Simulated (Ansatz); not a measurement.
A crystal relaxed with r2SCAN in the plane-wave code Ansatz has space group Fd-3m:1 (No. 227) and a = 8.215 Å.

```csv
atom,site,x,y,z
Xx,16c,0.1250,0.1250,0.1250
Xx,8b,0.0000,0.0000,0.5000
N,32e,0.3831,0.8831,0.3831
```

r2SCAN gives an indirect gap of 2.68 eV, from K–Γ (0.25 of the way from K) to Γ; the least direct gap is 2.71 eV at Γ. The HSE06 gap is indirect, 3.44 eV (K–Γ (0.25 of the way from K) to Γ), below the direct gap of 3.49 eV at Γ. Meshes: r2SCAN 6×6×6, HSE06 4×4×4. r2SCAN's ε∞ is 6.3 in all directions.

Problem. Which element is Xx?
A. Pb
B. Ge
C. C
D. Sn

Solution. B. Xx is Ge: Ge3N4 (started from an entry of an open crystallographic database). Ge is surrounded by 6 N at 1.99 Å; Ge is surrounded by 4 N at 1.89 Å; N is surrounded by 4 Ge at 1.89–1.99 Å.

Calculated for a static, non-magnetic cell.

Spin-orbit coupling is left out.

Where an edge lies off the special points, it is a point of the mesh or the k point where a search put PBE's edge or least direct gap, reused for the other functionals, whose own edges may lie a little apart.

The meshes of the hybrids are coarse, so their gaps aren't converged to the digits shown.

For a response run the program warns that the ground state's bands aren't all converged, so ε∞ carries an extra error.
